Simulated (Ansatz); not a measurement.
Crystals in the rock-salt structure, computed with PBE in Ansatz (plane-wave DFT, scalar-relativistic, harmonic phonons, no LO–TO term at Γ; fixed occupations; no spin; PAW, where unfrozen means all-electron datasets; each on its own modest k mesh, which can be coarse for ε∞).

One of them, on the k mesh 6×6×6 in its relaxed cell of 23.1 Å³ an atom, gives top Γ mode (cm⁻¹) 151; lowest mode at X = [0.5, 0, 0.5] (cm⁻¹) 83; top mode at X = [0.5, 0, 0.5] (cm⁻¹) 172; mean ε∞ 2.48; mean Born charge of the cation or first site (e) 1.11 (phonons by linear response).

Caveats: coarse k mesh.

Problem. Which crystal is it?
A. LiF
B. NaCl
C. LiH
D. MgO

Solution. B. It is NaCl. The others give, for the top Γ mode in cm⁻¹: LiH 580 on 6×6×6, LiF 268 on 6×6×6, MgO 365 on 6×6×6.
